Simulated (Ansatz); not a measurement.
# HgTe (I-4m2) in Ansatz: a series of runs

Aim: see how the results for HgTe move with the level of theory and the settings. Levels: PBE, PBEsol. Tasks: phonons.

All numbers are computed with Ansatz 0.2.0; they aren't measurements. Logs are shortened: lines on timing, memory, paths and dates and some standing lists are left out, and cuts for length are marked.

### 1 Starting point

Symmetry: I-4m2, No. 119, tetragonal system. Conventional cell: a = 6.091 Å, b = 6.091 Å, c = 3.119 Å, α = 90.00°, β = 90.00°, γ = 90.00°. Around Hg (site symmetry -4m2) lie 2 Hg at 3.12 Å and 4 Te at 3.14 Å. Te (site symmetry -4m2) has 2 Te at 3.12 Å and 4 Hg at 3.14 Å as nearest neighbours.

Measurements of this composition are mostly on another form, of space group No. 216.

### 2 Phonons, PBE

input.yaml

```yaml
crystal:
  lattice:
    - [-3.045603, 3.045603, 1.55941]
    - [3.045603, -3.045603, 1.55941]
    - [3.045603, 3.045603, -1.55941]
  atoms:
    - { symbol: Hg, position: [0.75, 0.25, 0.5] }
    - { symbol: Te, position: [0.0, 0.0, 0.0] }
kpoints:
  mp_grid: { grid: [10, 10, 10] }
scf:
  occupations: { method: fermi_dirac, width: 0.05 }
hamiltonian:
  xc: pbe
  pseudopotentials: { kind: all_electron, lapw: { basis_error: 0.002 } }
output: {}
phonons:
  method: fd
  supercell: [1, 1, 1]
```

Potentials or basis: all-electron LAPW, scalar-relativistic.

Command:

```
$ ansatz run input.yaml --threads 1 --pin off --max-ram 3072MiB --backend cpu --events-out ev --progress --plain --runs-dir out
```

Standard output:

```text
Warning: RAYON_NUM_THREADS=1 ignored (pool sized by the plan → 1); use --threads N
LAPW: plane waves up to 7.359 Å⁻¹, error target 2.0e-3 eV per atom; small_component_spin mean_spin; Te in spheres of 1.513 Å, 24 of its electrons in bands, Dirac shells []; Hg in spheres of 1.513 Å, 34 of its electrons in bands, Dirac shells [] (how accurate: hamiltonian.pseudopotentials.lapw.basis_error, Limitations)
Engine: ansatz 0.2.0, x86_64-unknown-linux-gnu
Pseudopotentials: kind: all_electron
Pseudopotential: Hg, LAPW, valence charge 34, lapw/all_electron/scalar/gaussian/Hg, Koelling and Harmon's equation, gaussian nucleus
Pseudopotential: Te, LAPW, valence charge 24, lapw/all_electron/scalar/gaussian/Te, Koelling and Harmon's equation, gaussian nucleus
Functional definition: PBE
  parameter kappa = 0.804
  parameter beta = 0.06672455060314922
  exchange = pbe_x(kappa = kappa, mu = beta*pi^2/3)
  correlation = pbe_c(beta = beta)
Crystal: 2 atoms, lattice volume = 57.858 Å³
Basis set: ecut = 206.34534898651748 eV, 395 PW (Γ), FFT grids on a1+a2, a2, a3, exchange–correlation at level 2
Bands: 35, of which v1, the nominal top of the filled ones, is band 29 counted from 1 (28 counted from 0)
Symmetry: 8 space group operations
k-points: 102 of 1000 (time reversal used)
Non-local potential: Hg, projectors of the file, none
Non-local potential: Te, projectors of the file, none
Initial density: superposition of atomic densities (chi_scale 0.1, normalization cell, long waves kept (reshape's long-wave potential 0.00 eV rms))
Initial wavefunctions: plane waves of lowest kinetic energy (no species holds an atomic orbital)
Functional: x = pbe(κ = 0.804, μ = 0.2195149727645171), c = pbe(β = 0.06672455060314922)
iter 1 solved again at ethr=6.80e-4 eV; its pass at ethr=1.00e-1 eV (dr2=3.95e-1 eV) is discarded
SCF iter   1: F=—  HF=-718714.320228 eV  |F-HF|=—  |Δ(HF+E_count)|=         —  Δρ=1.55e-2  dr2=3.95e-1  ethr=6.80e-4  ⟨swp⟩=2.6  Hψ=22001  notcnv=0
preconditioner: auto → LDOS  [metal: Δε(μ)=0.017 eV  Ē_g=11.459 eV  σ=0.050 eV  W_gap=0.09  n_scr=16 (ndim 8)  ℏωp=20.7 eV  f_vac=0.091  D(μ)=0.78/eV (n_scr^D=4)  β→1.0]
iter 2 solved again at ethr=1.38e-5 eV; its pass at ethr=6.80e-4 eV (dr2=8.00e-3 eV) is discarded
SCF iter   2: F=—  HF=-718714.206555 eV  |F-HF|=—  |Δ(HF+E_count)|=   1.14e-1  Δρ=2.26e-3  dr2=8.03e-3  ethr=1.38e-5  ⟨swp⟩=2.0  Hψ=18500  notcnv=0
SCF iter   3: F=—  HF=-718714.166064 eV  |F-HF|=—  |Δ(HF+E_count)|=   4.05e-2  Δρ=1.72e-3  dr2=4.01e-3  ethr=1.38e-5  ⟨swp⟩=3.0  Hψ=11724  notcnv=0
SCF iter   4: F=—  HF=-718714.150705 eV  |F-HF|=—  |Δ(HF+E_count)|=   1.54e-2  Δρ=5.67e-4  dr2=4.14e-4  ethr=6.91e-6  ⟨swp⟩=2.5  Hψ=10419  notcnv=0
SCF iter   5: F=—  HF=-718714.149997 eV  |F-HF|=—  |Δ(HF+E_count)|=   7.08e-4  Δρ=1.41e-4  dr2=1.18e-5  ethr=7.14e-7  ⟨swp⟩=2.5  Hψ=10427  notcnv=0
SCF iter   6: F=—  HF=-718714.149994 eV  |F-HF|=—  |Δ(HF+E_count)|=   2.99e-6  Δρ=2.91e-5  dr2=4.12e-7  ethr=2.03e-8  ⟨swp⟩=3.0  Hψ=10547  notcnv=0
SCF iter   7: F=—  HF=-718714.149994 eV  |F-HF|=—  |Δ(HF+E_count)|=   1.55e-7  Δρ=2.89e-6  dr2=4.95e-9  ethr=7.10e-10  ⟨swp⟩=3.0  Hψ=10762  notcnv=0
SCF iter   8: F=—  HF=-718714.149994 eV  |F-HF|=—  |Δ(HF+E_count)|=   4.54e-9  Δρ=7.01e-7  dr2=2.82e-10  ethr=8.54e-12  ⟨swp⟩=3.0  Hψ=10765  notcnv=0
SCF iter   9: F=-718714.149994 eV  HF=-718714.149994 eV  |F-HF|=3.49e-10  |Δ(HF+E_count)|=   1.86e-9  Δρ=2.54e-7  dr2=2.83e-11  ethr=3.31e-12 (applied; sched 1.00e-12)  ⟨swp⟩=2.0  Hψ=10327  notcnv=0
SCF 1 converged in 9 iterations: F = -718714.149994 eV  dr2 = 2.83e-11
Symmetry: 2 space group operations
k-points: 282 of 1000 (time reversal used)
Initial density: handed on by an earlier stage of this run
Initial wavefunctions: plane waves of lowest kinetic energy (no species holds an atomic orbital; no wavefunctions were taken with the density)
iter 1 solved again at ethr=4.38e-8 eV; its pass at ethr=1.00e-1 eV (dr2=2.54e-5 eV) is discarded
SCF iter   1: F=—  HF=-718714.149949 eV  |F-HF|=—  |Δ(HF+E_count)|=         —  Δρ=1.34e-4  dr2=2.34e-5  ethr=4.38e-8  ⟨swp⟩=5.7  Hψ=84520  notcnv=0
preconditioner: auto → LDOS  [metal: Δε(μ)=0.050 eV  Ē_g=11.865 eV  σ=0.050 eV  W_gap=0.24  n_scr=16 (ndim 8)  ℏωp=20.7 eV  f_vac=0.086  D(μ)=1.23/eV (n_scr^D=4)  β→1.0]
SCF iter   2: F=—  HF=-718714.149952 eV  |F-HF|=—  |Δ(HF+E_count)|=   2.57e-6  Δρ=9.73e-5  dr2=1.32e-5  ethr=4.04e-8  ⟨swp⟩=3.0  Hψ=29394  notcnv=0
iter 3 solved again at ethr=8.56e-10 eV; its pass at ethr=2.27e-8 eV (dr2=4.97e-7 eV) is discarded
SCF iter   3: F=—  HF=-718714.149946 eV  |F-HF|=—  |Δ(HF+E_count)|=   5.63e-6  Δρ=2.05e-5  dr2=4.98e-7  ethr=8.56e-10  ⟨swp⟩=2.0  Hψ=48723  notcnv=0
SCF iter   4: F=—  HF=-718714.149946 eV  |F-HF|=—  |Δ(HF+E_count)|=   4.10e-8  Δρ=4.12e-6  dr2=6.04e-9  ethr=8.56e-10  ⟨swp⟩=2.0  Hψ=28555  notcnv=0
SCF iter   5: F=—  HF=-718714.149946 eV  |F-HF|=—  |Δ(HF+E_count)|=   6.98e-9  Δρ=1.01e-6  dr2=8.00e-10  ethr=1.04e-11  ⟨swp⟩=3.0  Hψ=29890  notcnv=0
SCF iter   6: F=-718714.149946 eV  HF=-718714.149946 eV  |F-HF|=1.16e-10  |Δ(HF+E_count)|=   1.05e-9  Δρ=2.59e-7  dr2=2.42e-11  ethr=3.31e-12 (applied; sched 1.38e-12)  ⟨swp⟩=2.0  Hψ=28555  notcnv=0
SCF 2 converged in 6 iterations: F = -718714.149946 eV  dr2 = 2.42e-11
iter 1 solved again at ethr=4.43e-8 eV; its pass at ethr=1.00e-1 eV (dr2=2.57e-5 eV) is discarded
SCF iter   1: F=—  HF=-718714.149949 eV  |F-HF|=—  |Δ(HF+E_count)|=         —  Δρ=1.34e-4  dr2=2.37e-5  ethr=4.43e-8  ⟨swp⟩=5.7  Hψ=84493  notcnv=0
SCF iter   2: F=—  HF=-718714.149951 eV  |F-HF|=—  |Δ(HF+E_count)|=   2.58e-6  Δρ=9.80e-5  dr2=1.34e-5  ethr=4.08e-8  ⟨swp⟩=3.0  Hψ=29397  notcnv=0
iter 3 solved again at ethr=8.56e-10 eV; its pass at ethr=2.31e-8 eV (dr2=4.96e-7 eV) is discarded
SCF iter   3: F=—  HF=-718714.149946 eV  |F-HF|=—  |Δ(HF+E_count)|=   5.73e-6  Δρ=2.06e-5  dr2=4.98e-7  ethr=8.56e-10  ⟨swp⟩=2.0  Hψ=48720  notcnv=0
SCF iter   4: F=—  HF=-718714.149946 eV  |F-HF|=—  |Δ(HF+E_count)|=   3.75e-8  Δρ=4.13e-6  dr2=6.08e-9  ethr=8.56e-10  ⟨swp⟩=2.0  Hψ=28555  notcnv=0
SCF iter   5: F=—  HF=-718714.149946 eV  |F-HF|=—  |Δ(HF+E_count)|=   7.10e-9  Δρ=1.02e-6  dr2=8.14e-10  ethr=1.05e-11  ⟨swp⟩=3.0  Hψ=29898  notcnv=0
SCF iter   6: F=-718714.149946 eV  HF=-718714.149946 eV  |F-HF|=6.98e-10  |Δ(HF+E_count)|=  2.33e-10  Δρ=2.63e-7  dr2=2.51e-11  ethr=3.31e-12 (applied; sched 1.40e-12)  ⟨swp⟩=2.0  Hψ=28555  notcnv=0
SCF 3 converged in 6 iterations: F = -718714.149946 eV  dr2 = 2.51e-11
iter 1 solved again at ethr=2.39e-8 eV; its pass at ethr=1.00e-1 eV (dr2=1.39e-5 eV) is discarded
SCF iter   1: F=—  HF=-718714.149945 eV  |F-HF|=—  |Δ(HF+E_count)|=         —  Δρ=1.05e-4  dr2=1.19e-5  ethr=2.39e-8  ⟨swp⟩=6.0  Hψ=85469  notcnv=0
preconditioner: auto → LDOS  [metal: Δε(μ)=0.050 eV  Ē_g=11.865 eV  σ=0.050 eV  W_gap=0.24  n_scr=16 (ndim 8)  ℏωp=20.7 eV  f_vac=0.085  D(μ)=1.23/eV (n_scr^D=4)  β→1.0]
SCF iter   2: F=—  HF=-718714.149949 eV  |F-HF|=—  |Δ(HF+E_count)|=   3.56e-6  Δρ=6.95e-5  dr2=6.60e-6  ethr=2.05e-8  ⟨swp⟩=3.0  Hψ=29121  notcnv=0
iter 3 solved again at ethr=5.12e-10 eV; its pass at ethr=1.14e-8 eV (dr2=2.97e-7 eV) is discarded
SCF iter   3: F=—  HF=-718714.149946 eV  |F-HF|=—  |Δ(HF+E_count)|=   2.90e-6  Δρ=1.53e-5  dr2=2.98e-7  ethr=5.12e-10  ⟨swp⟩=2.0  Hψ=48718  notcnv=0
SCF iter   4: F=—  HF=-718714.149946 eV  |F-HF|=—  |Δ(HF+E_count)|=   4.26e-8  Δρ=2.97e-6  dr2=3.51e-9  ethr=5.12e-10  ⟨swp⟩=2.0  Hψ=28555  notcnv=0
SCF iter   5: F=-718714.149946 eV  HF=-718714.149946 eV  |F-HF|=3.49e-10  |Δ(HF+E_count)|=   3.14e-9  Δρ=9.12e-7  dr2=4.82e-10  ethr=6.05e-12  ⟨swp⟩=3.0  Hψ=29710  notcnv=0
SCF 4 converged in 5 iterations: F = -718714.149946 eV  dr2 = 4.82e-10
iter 1 solved again at ethr=2.35e-8 eV; its pass at ethr=1.00e-1 eV (dr2=1.37e-5 eV) is discarded
SCF iter   1: F=—  HF=-718714.149946 eV  |F-HF|=—  |Δ(HF+E_count)|=         —  Δρ=1.04e-4  dr2=1.16e-5  ethr=2.35e-8  ⟨swp⟩=6.0  Hψ=85503  notcnv=0
SCF iter   2: F=—  HF=-718714.149949 eV  |F-HF|=—  |Δ(HF+E_count)|=   3.57e-6  Δρ=6.85e-5  dr2=6.42e-6  ethr=2.01e-8  ⟨swp⟩=3.0  Hψ=29122  notcnv=0
iter 3 solved again at ethr=5.08e-10 eV; its pass at ethr=1.11e-8 eV (dr2=2.95e-7 eV) is discarded
SCF iter   3: F=—  HF=-718714.149946 eV  |F-HF|=—  |Δ(HF+E_count)|=   2.81e-6  Δρ=1.52e-5  dr2=2.96e-7  ethr=5.08e-10  ⟨swp⟩=2.0  Hψ=48720  notcnv=0
SCF iter   4: F=—  HF=-718714.149946 eV  |F-HF|=—  |Δ(HF+E_count)|=   4.24e-8  Δρ=2.95e-6  dr2=3.51e-9  ethr=5.08e-10  ⟨swp⟩=2.0  Hψ=28555  notcnv=0
SCF iter   5: F=-718714.149946 eV  HF=-718714.149946 eV  |F-HF|=1.28e-9  |Δ(HF+E_count)|=   4.07e-9  Δρ=9.04e-7  dr2=4.76e-10  ethr=6.05e-12  ⟨swp⟩=3.0  Hψ=29698  notcnv=0
SCF 5 converged in 5 iterations: F = -718714.149946 eV  dr2 = 4.76e-10
SCF converged after 9 iterations
Free energy (F): -718714.149994 eV
Harris-Foulkes:  -718714.149994 eV  (|F-HF|=3.49e-10)
Internal energy: -718714.140043 eV  (E = F + TS)
E sigma→0 (E₀):  -718714.145018 eV
Entropy (-TS):   -0.009952 eV (-4.976 meV/atom)
Fermi energy:    13.454970 eV
--- Per-component energies (eV) ---
  E_band       = -2575.191660
  E_kinetic    = 805984.517076
  E_xc         = -14926.238620
  E_electrostatic = -1509772.418499  (all electrons and nuclei)
  E_smearing   = -0.009952  (= −TS)
  E_closure    = 0.000000  (closes the sum)
  E_atoms      = -718710.908198  (free atoms, spherical and without spin; not in F)
  Σ components = -718714.149994   (vs F -718714.149994, Δ=0.00e0)
  Basis errors (estimates in eV, not in F): energy 5.1e-4 per atom: plane waves 4.7e-4 (2.5e-4 summed), levels above the bands 1.2e-77, relativity 6.5e-8, radial functions 3.7e-5, core shells 6.4e-7; eigenvalues (radial functions only) 6.4e-6; not estimated: angular momenta, meshes, grids; target (lapw.basis_error) 2.0e-3; muffin-tin radii Te 1.513 Å, Hg 1.513 Å
--- Forces (eV/Å), atoms counted from 1 ---
  atom   1  Hg     0.00000000     0.00000000     0.00000000
  atom   2  Te    -0.00000000     0.00000000     0.00000000
  max |Σ_I F_I| component: 1.73e-18 eV/Å
--- Band table (eV; the first three rows and the last of 102) ---
  k-point 0: bands = ["-146.1064", "-101.2118", "-96.1764", "-96.1271", "-96.1271", "-79.1909", "-79.1873", "-79.1873", "-79.1787", "-79.1770", "-79.1675", "-79.1675", "-49.6670", "-49.6496", "-49.6496", "-23.5328", "-23.4686", "-23.4686", "-23.4385", "-23.4366", "1.0510", "6.0326", "6.7351", "6.8123", "7.2348", "7.2348", "10.0334", "11.0534", "11.0534", "16.9723", "18.1287", "20.3611", "20.3611", "22.7607", "23.7380"]
  k-point 1: bands = ["-146.1064", "-101.2118", "-96.1764", "-96.1271", "-96.1271", "-79.1909", "-79.1873", "-79.1873", "-79.1787", "-79.1770", "-79.1675", "-79.1675", "-49.6670", "-49.6496", "-49.6496", "-23.5328", "-23.4686", "-23.4686", "-23.4384", "-23.4366", "1.0927", "6.0304", "6.7384", "6.7776", "7.2341", "7.2411", "9.3766", "11.1705", "11.7256", "16.9405", "18.1911", "19.8153", "20.0225", "22.7421", "24.3684"]
  k-point 2: bands = ["-146.1064", "-101.2118", "-96.1764", "-96.1271", "-96.1271", "-79.1909", "-79.1873", "-79.1873", "-79.1787", "-79.1770", "-79.1675", "-79.1675", "-49.6670", "-49.6496", "-49.6496", "-23.5328", "-23.4687", "-23.4686", "-23.4382", "-23.4367", "1.2079", "6.0238", "6.6933", "6.7336", "7.2327", "7.2555", "8.4986", "11.4941", "12.6689", "16.8554", "17.9306", "18.7754", "19.9450", "22.6794", "24.7495"]
  k-point 101: bands = ["-146.1064", "-101.2118", "-96.1764", "-96.1271", "-96.1271", "-79.1909", "-79.1873", "-79.1873", "-79.1787", "-79.1770", "-79.1675", "-79.1675", "-49.6670", "-49.6497", "-49.6497", "-23.5327", "-23.4684", "-23.4684", "-23.4372", "-23.4371", "1.6605", "5.9949", "7.0228", "7.2647", "7.2647", "7.3029", "9.0995", "9.1798", "9.1798", "16.6401", "20.8621", "21.4915", "21.4915", "25.6496", "26.8083"]
--- Phonons: 4 displaced members + reference (amplitude 0.01 Å, Σ member SCF iterations 22) ---
  symmetry images taken by strict's conditions (phonons.symmetry_images: auto; settled by no image being taken that strict refuses)
  ASR residual: 1.598e-4 → 0.000e0 eV/Å²; symmetrization residual: 8.175e-5 eV/Å²
  largest component of a force at the reference: 1.4e-17 eV/Å
  ASR residual per site (eV/Å²): 1.60e-4 3.13e-5
  Γ frequencies (cm⁻¹): 0.00 0.00 0.00 24.91 69.03 69.03
  density of states and harmonic sums: on the 22×22×14 q-mesh, interpolated from the force constants of a 1×1×1 supercell (no non-analytic term)
  largest difference from the sums on the solved wave vectors: F 9.17e-1 eV, S 1.18e-3 and C_V 2.58e-4 eV/K
  zero-point energy: 0.013663 eV/cell   skipped modes (ω ≤ 0): 3   left out of the sums: 7.38e-5 of the cell's modes: C_V's classical limit lies that fraction below 3 k_B per atom; for a crystal, a wire or a layer, F and S can be off by more, and a phonons.interpolated_qmesh denser along its periods is the remedy for the sampling
```

It took 15 min on 1 thread of Intel Xeon at 2.50GHz (Skylake/Cascade Lake), shared host; peak memory 0.88 GiB.

What came out:

```yaml
Free_energy: -718714.1500 eV
Band_gap_on_the_k_mesh: none (metal or under the smearing width)
Highest_phonon_frequency_at_Γ: 69 cm⁻¹
```

Phonon frequencies in cm⁻¹ (negative: imaginary):
```csv
q point,frequencies
"(0.000, 0.000, 0.000)",0 0 0 25 69 69
```

Caveat: a metal's response needs a denser mesh.

(Continued in part 2 of 2.)
